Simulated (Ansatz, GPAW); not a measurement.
# Geometry or basis: what sets the conductance of ethane-1,2-dithiol between two Al chains, part 2 of 4

Wanted: T(E) of ethane-1,2-dithiol between two Al chains at a relaxed geometry in two programs, beside the unrelaxed structure.

GPAW 26.7.0 and Ansatz 0.2.0; Ansatz plane waves; relaxation of the junction with the lead ends held; PAW set soft_1 (the session's first sound run).

So far. Step 2 (Relaxing the atoms): The relaxation lowered the energy of the cell by 1.42 eV.

### Step 3. Plane-wave reference (PBE)

Plane waves give the reference curve, free of the bias of atom-centred orbitals.

This step: Ansatz plane waves; Landauer transmission by layers, zero bias; PAW set soft_1 (Ansatz 0.2.0).

input.yaml

```yaml
crystal:
  lattice:
    - [9.3589019158, 0.0, 0.0]
    - [0.0, 9.0, 0.0]
    - [0.0, 0.0, 38.0905692368]
  atoms:
    - { symbol: Al, position: [0.5, 0.5, 0.031503861] }
    - { symbol: Al, position: [0.5, 0.5, 0.0945115831] }
    - { symbol: Al, position: [0.5, 0.5, 0.1575193052] }
    - { symbol: Al, position: [0.5, 0.5, 0.2205270272] }
    - { symbol: Al, position: [0.5, 0.5, 0.2835347493] }
    - { symbol: Al, position: [0.4844325029, 0.3365566547, 0.3382096487] }
    - { symbol: Al, position: [0.4898614777, 0.4765533512, 0.398059815] }
    - { symbol: S, position: [0.4582379815, 0.3741761634, 0.4507274923] }
    - { symbol: H, position: [0.6500998186, 0.4433489966, 0.5103992651] }
    - { symbol: H, position: [0.5154880646, 0.6247706417, 0.4724757322] }
    - { symbol: C, position: [0.4620311192, 0.5267617359, 0.4835016868] }
    - { symbol: C, position: [0.5391709412, 0.4732261194, 0.516448873] }
    - { symbol: H, position: [0.4857116773, 0.3751924836, 0.5274664147] }
    - { symbol: H, position: [0.351079475, 0.5565843469, 0.4895370888] }
    - { symbol: S, position: [0.5431182417, 0.625736523, 0.5492203857] }
    - { symbol: Al, position: [0.5106072707, 0.5235985364, 0.6018806724] }
    - { symbol: Al, position: [0.5161610418, 0.6632407396, 0.6617707031] }
    - { symbol: Al, position: [0.5, 0.5, 0.7164652507] }
    - { symbol: Al, position: [0.5, 0.5, 0.7794729728] }
    - { symbol: Al, position: [0.5, 0.5, 0.8424806948] }
    - { symbol: Al, position: [0.5, 0.5, 0.9054884169] }
    - { symbol: Al, position: [0.5, 0.5, 0.968496139] }
kpoints:
  mp_grid: { grid: [1, 1, 2] }
hamiltonian:
  xc: pbe
  pseudopotentials: { kind: paw, azcp: { folder: soft_1 } }
scf:
  occupations: { method: fermi_dirac, width: 0.1 }
output:
  transmission:
    leads: [[0, 1]]
    e_range: [-2, 2]
    de: 0.025
    kmesh: [1, 1]
    reduced_basis: true
  write_potential: true
  write_density: true
  volumetric_format: npy
  elf: true
```

Started as:

```bash
$ ansatz run input.yaml --threads 4 --pin off --max-ram 8192MiB --backend cpu --events-out ev --progress --plain --runs-dir out
```

Numbers of over 12 decimals in the logs are rounded to 6 here.

Output:

```text
[...]
Crystal: 22 atoms, lattice volume = 3208.373 Å³
Basis set: ecut = 420 eV, 62663 PW (Γ)
Bands: 55, of which v1, the nominal top of the filled ones, is band 33 counted from 1 (32 counted from 0)
Symmetry: 1 space group operations
[...]
k-points: 2
[...]
SCF iter   1: F=—  HF=-9876.548878 eV  |F-HF|=—  |Δ(HF+E_count)|=         —  Δρ=2.01e-2  dr2=1.94e1  ethr=3.10e-3  ⟨swp⟩=19.5  Hψ=749  notcnv=0
[...]
SCF iter  12: F=-9870.758363 eV  HF=-9870.758363 eV  |F-HF|=8.21e-9  |Δ(HF+E_count)|=   1.70e-7  Δρ=7.84e-7  dr2=3.75e-8  ethr=1.52e-10  ⟨swp⟩=20.0  Hψ=534  notcnv=0
SCF 1 converged in 12 iterations: F = -9870.758363 eV  dr2 = 3.75e-8
[...]
transmission: 47 of 282 steps passed
transmission: 94 of 282 steps passed
[...]
transmission: 282 of 282 steps passed
WARN: The output density's exchange-correlation potential varies sharply where the density is thin. Do not read a vacuum level from v_tot or v_xc, or from such a field of the output density. On a cell that repeats whose density bears no net charge and no dipole along the vacuum's axis use v_es (v_loc + v_h of the components); under efield.dipole_correction with no amplitude use v_es + v_field, which holds any externa [...]
SCF converged after 12 iterations
Free energy (F): -9870.758363 eV
[...]
Internal energy: -9870.144947 eV  (E = F + TS)
E sigma→0 (E₀):  -9870.451655 eV
Entropy (-TS):   -0.613416 eV (-27.883 meV/atom)
Fermi energy:    -2.957902 eV
[...]
--- Band table (eV) ---
  k-point 0: bands = [... 29 lower, -3.2885, -3.1963, -3.1277, -3.0347, -2.9005, -2.8180, -2.6411, -2.5405, ... 18 higher]
  k-point 1: bands = [... 29 lower, -3.2897, -3.1959, -3.1232, -3.0357, -2.9099, -2.8163, -2.6282, -2.5430, ... 18 higher]
--- Transmission ---
  basis      : 737 plane waves across, 47 finite elements along
  points     : 1, standing for a mesh of 1 x 1
  filling    : by the input's occupations and mesh, since the crystals that have channels conduct as metals do. If one of these is a semiconductor, that mesh has misplaced its level
  energies   : 161 from -2.000000 to 2.000000 eV about the Fermi level, 0.025000 eV apart; the leads are filled to 0.000000 eV, and channels, transmission and decay are at 0.000000 eV
  crystal 0  : Al1, at the sites [0, 1], period 2.4000 Å, over 24.00 Å; its Hamiltonian steps by up to 2.5 meV
    offset         : up to 0.0000 Å between an atom of the period and one for which it stands
    filled         : 12.3 meV over the level at which it is neutral
    channels       : 2.000000e0 a spin
    conductance    : 1.8397e14 S/m² at 300 K; may be off by some 0.0 % by where its bands' edges are placed, 0.0 % from the distance to neutral
  junction   : crystal 0 to crystal 0, 0.70 to 36.39 Å
    transmission   : 3.301448e-3 a spin
    error estimate : 9.792422e-7 a spin from the reduction of the transverse basis, at the most 4.327163e-5 at 1.975000 eV
    conductance    : 3.0352e11 S/m² at 300 K (3.0352e11 on every other energy)
    error estimate : 0.0 % from the energy spacing and 0.0 % from band edges of the leads and from resonances (wavevectors taken as independent; lower de), 0.0 % from the reduction of the transverse basis, 1.8 % from the steps of its leads' Hamiltonians or their offsets (lay more layers), 4.5 % from the distance to neutral
    resistance     : 3.2892e0 Ω µm² beyond half of each lead's own
```

The job ended after 56 s (4 threads of Intel Xeon Platinum 8488C (Sapphire Rapids), shared host; peak memory 2.8 GiB).

Reading the cycles: dr2 is the Hartree energy of the density residual (eV), the measure of convergence; HF is the Harris–Foulkes estimate of the energy, which meets the free energy F at convergence.

Numbers from this step:

```yaml
free_energy: -9870.7584 eV
lead_level: 0 eV from the Fermi level
transmission_at_the_fermi_level_one_spin: 0.003301
open_channels_of_the_lead_at_the_fermi_level_one_spin: 2
step_of_the_potential_along_the_lead: 2.5 meV
offset_of_the_lead: 0 Å
filling_of_the_lead_less_its_bulk_value_in_size: 12.3 meV
conductance: 0.003300 G₀
```

One spin. Transmission, zone mean against energy, zero at the Fermi level:

```
energy (eV)  transmission, zone mean
     -2.000                  0.00608
     -1.900                   0.0114
     -1.800                   0.0184
     -1.700                   0.0270
     -1.650                   0.0297
     -1.600                   0.0277
     -1.500                  0.00911
     -1.400                   3.0e-4
     -1.300                   5.6e-5
     -1.200                        0
     -1.100                        0
     -1.000                        0
     -0.900                        0
     -0.800                        0
     -0.700                        0
     -0.600                        0
     -0.500                        0
     -0.400                        0
     -0.300                   4.1e-4
     -0.200                  0.00110
     -0.100                  0.00211
      0.000                  0.00330
      0.100                  0.00448
      0.200                  0.00554
      0.300                  0.00655
      0.400                  0.00763
      0.500                  0.00887
      0.600                   0.0102
      0.700                   0.0117
      0.800                   0.0130
      0.900                   0.0143
      1.000                   0.0188
      1.100                   0.0206
      1.200                   0.0212
      1.300                   0.0209
      1.400                   0.0209
      1.500                   0.0227
      1.600                   0.0282
      1.700                   0.0389
      1.800                   0.0564
      1.900                   0.0833
      2.000                    0.124
```

One spin. Table of open channels, zone mean by energy, zero at the Fermi level:

energy (eV), open channels, zone mean and a bar:
```
   -2.000       1.00 ##########
   -1.900       1.00 ##########
   -1.800       1.00 ##########
   -1.700       1.00 ##########
   -1.600       1.00 ##########
   -1.500       1.00 ##########
   -1.400       1.00 ##########
   -1.300       1.00 ##########
   -1.200       0.00 
   -1.100       0.00 
   -1.000       0.00 
   -0.900       0.00 
   -0.800       0.00 
   -0.700       0.00 
   -0.600       0.00 
   -0.500       0.00 
   -0.400       0.00 
   -0.300       2.00 ####################
   -0.200       2.00 ####################
   -0.100       2.00 ####################
    0.000       2.00 ####################
    0.100       2.00 ####################
    0.200       2.00 ####################
    0.300       2.00 ####################
    0.400       2.00 ####################
    0.500       2.00 ####################
    0.600       2.00 ####################
    0.700       2.00 ####################
    0.800       2.00 ####################
    0.900       2.00 ####################
    1.000       3.00 ##############################
    1.100       3.00 ##############################
    1.200       3.00 ##############################
    1.300       3.00 ##############################
    1.400       3.00 ##############################
    1.500       3.00 ##############################
    1.600       3.00 ##############################
    1.700       3.00 ##############################
    1.800       3.00 ##############################
    1.900       3.00 ##############################
    2.000       3.00 ##############################
```

Crystal 0, spin -, k parallel (0, 0); distinct values, listed up to 1.5 1/Å. Im kz of the slowest decaying states against energy, zero at the Fermi level:

```
energy (eV)  decay 1 (Å⁻¹)  decay 2 (Å⁻¹)  decay 3 (Å⁻¹)  decay 4 (Å⁻¹)
     -2.000          0.672          0.672           1.15           1.26
     -1.800          0.629          0.629           1.13           1.24
     -1.600          0.582          0.582           1.11           1.22
     -1.400          0.532          0.532           1.08           1.20
     -1.200         0.0352          0.476          0.476           1.06
     -1.000         0.0786          0.413          0.413           1.03
     -0.800         0.0996          0.338          0.338           1.01
     -0.600          0.112          0.240          0.241          0.981
     -0.400         0.0383         0.0409          0.119          0.954
     -0.200          0.121          0.926           1.06           1.14
      0.000          0.119          0.897           1.03           1.11
      0.200          0.112          0.867           1.01           1.09
      0.400          0.101          0.836          0.980           1.07
      0.600         0.0837          0.804          0.953           1.04
      0.800         0.0534          0.771          0.925           1.02
      1.000          0.736          0.896          0.990           1.06
      1.200          0.699          0.866          0.963           1.04
      1.400          0.660          0.835          0.935           1.01
      1.600          0.619          0.803          0.906          0.986
      1.800          0.575          0.770          0.877          0.959
      2.000          0.526          0.735          0.846          0.930
```

Crystal 0, spin -, k parallel (0, 0). Re kz of states that move upwards against energy, zero at the Fermi level:

```
energy (eV)  channel 1 (Å⁻¹)  channel 2 (Å⁻¹)  channel 3 (Å⁻¹)
     -2.000             1.13                -                -
     -1.800             1.16                -                -
     -1.600             1.20                -                -
     -1.400             1.24                -                -
     -1.200                -                -                -
     -1.000                -                -                -
     -0.800                -                -                -
     -0.600                -                -                -
     -0.400                -                -                -
     -0.200            0.234            0.234                -
      0.000            0.333            0.333                -
      0.200            0.409            0.409                -
      0.400            0.473            0.473                -
      0.600            0.529            0.529                -
      0.800            0.580            0.580                -
      1.000            -1.26            0.626            0.627
      1.200            -1.22            0.670            0.670
      1.400            -1.19            0.711            0.711
      1.600            -1.16            0.749            0.749
      1.800            -1.14            0.786            0.786
      2.000            -1.11            0.821            0.821
```

The electrostatic potential energy of an electron (with the applied field's), less the Fermi level, planar mean oscillates, so the rows of the table below give means over windows of 2.31 Å about each position, cut where the curve ends. Its first 14 maxima inside the range that stand out by 2 % of the span (Å: eV): 1.2: 3.23, 2.4: 3.84, 3.6: 3.23, 4.8: 3.84, 7.1: 3.83, 9.5: 3.76, 11.9: 3.44, 12.9: 3.11, 14.0: 3.54, 16.2: 3.49, 17.9: 2.87, 19.0: 3.20, 20.2: 2.87, 21.9: 3.49. Its first 14 minima: 0.9: 3.20, 1.5: 3.20, 3.3: 3.20, 3.9: 3.20, 5.7: 3.20, 8.6: 3.18, 11.2: 3.06, 12.5: 3.07, 13.2: 3.06, 15.5: 2.94, 17.3: 2.70, 18.5: 2.64, 19.6: 2.64, 20.8: 2.70.

Electrostatic potential energy of an electron (with the applied field's), less the Fermi level, planar mean against z; means over each step:

z (Å), electrostatic potential energy of an electron (with the applied field's), less the Fermi level, planar mean (eV) and a bar from the least value:
```
     1.16       3.43 #############################
     3.46       3.43 #############################
     5.77       3.43 #############################
     8.08       3.41 ############################
    10.39       3.33 ########################
    12.70       3.21 ##################
    15.01       3.17 #################
    17.32       2.90 ###
    19.63       2.83 
    21.94       3.07 ###########
    24.25       3.22 ###################
    26.56       3.18 #################
    28.87       3.40 ###########################
    31.18       3.45 ##############################
    33.49       3.45 ##############################
    35.80       3.45 ##############################
```

The valence density, planar mean oscillates, so the rows of the table below give means over windows of 2.38 Å about each position, cut where the curve ends. Its maxima inside the range that stand out by 2 % of the span (Å: e/Å³): 2.4: 0.0169, 4.8: 0.0169, 7.0: 0.0170, 9.4: 0.0170, 11.8: 0.0196, 14.3: 0.0175, 18.2: 0.0629, 19.9: 0.0630, 23.8: 0.0175, 26.3: 0.0196, 28.7: 0.0170, 31.1: 0.0170, 33.3: 0.0169, 35.7: 0.0169. Its first 14 minima: 1.2: 0.0121, 3.6: 0.0121, 6.0: 0.0122, 8.3: 0.0123, 10.6: 0.0129, 12.9: 0.0142, 15.3: 0.0123, 19.0: 0.0476, 22.8: 0.0123, 25.1: 0.0142, 27.5: 0.0129, 29.8: 0.0123, 32.1: 0.0122, 34.5: 0.0121.

The valence density, planar mean by z; means over each step:

```
z (Å)  valence density, planar mean (e/Å³)
 1.19                               0.0148
 3.57                               0.0148
 5.95                               0.0149
 8.33                               0.0149
10.71                               0.0159
13.09                               0.0164
15.47                               0.0186
17.85                               0.0542
20.23                               0.0542
22.61                               0.0187
24.99                               0.0164
27.37                               0.0159
29.75                               0.0149
32.13                               0.0149
34.51                               0.0148
36.89                               0.0147
```

Electrostatic potential energy in the cb plane at fractional x = 0.500, with atoms of Al and H within 0.2 Å of it. With pseudopotentials it is smooth inside the atoms' cores, unlike the true potential.

Values in eV, 13 rows by 16 columns, each cell a mean:
```
  1   1   1   1   1   1   1   1   1   1   1   1   1   1   1   1
  1   1   1   1   1   1   1   1   1   1   1   1   1   1   1   0
  1   1   1   1   1   1   1   1   1   1   1   1   1   1   0  -5
  0   0   1   1   1   1   0   0  -1   0  -1 -11  -2  -1  -3 -14
 -2  -5   0   1   1  -2  -1  -1 -17  -2 -10 -28 -11  -9  -7  -9
-11 -15  -4   1  -2 -14  -9  -1 -19 -15 -11 -23 -13 -11 -11 -12
-13  -5  -8  -3  -7  -7 -13  -7 -17 -23 -24  -4 -11  -9 -10  -1
 -8 -14 -10 -16  -9 -15 -13 -26 -15  -7 -22  -2  -4 -11  -2   1
 -1  -2 -12  -5 -10  -5  -5 -26 -13  -1 -11  -2   0  -1   1   1
  1   0  -7 -15  -4   0   0  -4  -1   1   0   0   1   1   1   1
  1   1  -1  -3   0   1   1   1   1   1   1   1   1   1   1   1
  1   1   1   1   1   1   1   1   1   1   1   1   1   1   1   1
  1   1   1   1   1   1   1   1   1   1   1   1   1   1   1   1
```
Columns run along c (16.0 Å, from fractional 0.25 to 0.67 of the cell; values clipped at the 3rd and 97th percentile), rows up along b (9.0 Å). Atoms in or near the plane, at fractional coordinates: Al at (0.28, 0.50), Al at (0.34, 0.34), Al at (0.40, 0.48), H at (0.47, 0.62), H at (0.53, 0.38), Al at (0.60, 0.52), Al at (0.66, 0.66).

Valence density in the cb plane at fractional x = 0.500, with atoms of Al and H within 0.2 Å of it. It is the smooth field of the valence electrons, not physical close to the nuclei.

Values in e/Å³, 13 rows by 16 columns, each cell a mean:
```
0.0 0.0 0.0 0.0 0.0 0.0 0.0 0.0 0.0 0.0 0.0 0.0 0.0 0.0 0.0 0.0
0.0 0.0 0.0 0.0 0.0 0.0 0.0 0.0 0.0 0.0 0.0 0.0 0.0 0.0 0.0 0.0
0.0 0.0 0.0 0.0 0.0 0.0 0.0 0.0 0.0 0.0 0.1 0.0 0.0 0.0 0.1 0.1
0.0 0.0 0.0 0.0 0.0 0.0 0.0 0.1 0.1 0.1 0.5 0.3 0.0 0.1 0.2 0.1
0.1 0.1 0.0 0.0 0.1 0.1 0.0 0.5 0.6 0.2 0.9 0.8 0.2 0.2 0.2 0.1
0.2 0.2 0.1 0.1 0.2 0.1 0.1 0.6 1.3 0.6 0.9 0.7 0.2 0.2 0.2 0.2
0.1 0.2 0.1 0.1 0.2 0.1 0.3 0.6 1.3 1.4 0.6 0.2 0.1 0.2 0.1 0.1
0.1 0.3 0.2 0.2 0.2 0.2 0.9 0.9 0.4 1.2 0.7 0.1 0.1 0.1 0.0 0.0
0.1 0.2 0.1 0.2 0.2 0.1 0.7 0.9 0.1 0.3 0.3 0.0 0.0 0.0 0.0 0.0
0.0 0.1 0.2 0.2 0.1 0.0 0.2 0.3 0.0 0.0 0.0 0.0 0.0 0.0 0.0 0.0
0.0 0.0 0.1 0.1 0.0 0.0 0.0 0.0 0.0 0.0 0.0 0.0 0.0 0.0 0.0 0.0
0.0 0.0 0.0 0.0 0.0 0.0 0.0 0.0 0.0 0.0 0.0 0.0 0.0 0.0 0.0 0.0
0.0 0.0 0.0 0.0 0.0 0.0 0.0 0.0 0.0 0.0 0.0 0.0 0.0 0.0 0.0 0.0
```
Columns run along c (16.0 Å, from fractional 0.27 to 0.69 of the cell), rows up along b (9.0 Å). Atoms in or near the plane, at fractional coordinates: Al at (0.28, 0.50), Al at (0.34, 0.34), Al at (0.40, 0.48), H at (0.47, 0.62), H at (0.53, 0.38), Al at (0.60, 0.52), Al at (0.66, 0.66).

ELF in the cb plane at fractional x = 0.500, with atoms of Al and H within 0.2 Å of it. It is the smooth field of the valence electrons, not physical close to the nuclei.

Values in units of 1e-1, 13 rows by 16 columns, each cell a mean:
```
0.0 0.0 0.0 0.0 0.1 0.2 0.0 0.0 0.0 0.0 0.0 0.1 0.2 0.1 0.0 2.3
0.3 0.2 0.1 0.0 0.0 0.0 0.3 0.3 0.0 0.0 0.0 0.7 2.1 0.7 0.1 4.8
1.1 0.9 0.9 1.1 0.5 0.6 5.1 4.4 0.2 1.3 0.7 2.1 6.7 3.6 0.4 6.2
3.0 3.2 3.4 4.5 2.4 2.3 8.4 7.5 0.6 6.3 5.0 2.8 8.9 6.9 1.5 7.1
5.6 7.0 6.7 7.8 5.0 4.2 9.5 8.9 1.5 8.0 7.9 2.4 7.1 7.5 4.1 8.2
3.4 8.8 5.6 7.2 6.3 5.0 9.5 7.5 2.6 5.7 7.1 5.4 6.9 8.1 3.9 7.0
2.6 8.7 4.6 6.1 7.2 5.8 7.1 3.5 6.5 6.0 6.6 6.6 5.6 4.9 4.1 7.3
5.2 8.4 4.6 8.4 6.7 6.2 8.3 3.6 8.2 6.3 4.4 7.2 7.6 1.6 8.1 9.7
6.0 5.7 3.4 7.9 5.1 5.8 8.4 3.3 7.3 7.8 3.4 6.5 8.9 0.9 8.1 9.5
3.1 2.2 1.3 6.4 8.1 8.8 7.6 1.2 5.3 8.7 3.7 2.7 5.7 0.3 6.0 8.2
1.0 0.6 0.6 5.2 9.3 9.6 6.8 0.4 2.0 5.4 2.2 0.2 0.6 0.1 2.4 3.8
0.2 0.1 0.2 3.3 8.1 8.7 5.1 0.2 0.2 1.2 0.5 0.0 0.0 0.0 0.0 0.0
0.0 0.0 0.0 0.9 4.1 5.1 1.9 0.0 0.0 0.1 0.0 0.0 0.0 0.0 0.0 0.1
```
Columns run along c (16.0 Å, from fractional 0.21 to 0.63 of the cell), rows up along b (9.0 Å). Atoms in or near the plane, at fractional coordinates: Al at (0.22, 0.50), Al at (0.28, 0.50), Al at (0.34, 0.34), Al at (0.40, 0.48), H at (0.47, 0.62), H at (0.53, 0.38), Al at (0.60, 0.52).

T at the Fermi level is 0.00330 of 2 open channels a spin.

(Part 2 of 4 ends here.)

[Logs are printed without paths, hosts, clocks, repeated set-up lines and the standing remarks that a program may print on its own settings, such as how far it seeks lower states.]

[Hosts, paths, dates, database ids (printed as entryN), source tags and the programs' standing remarks are cut or masked in the printed files.]
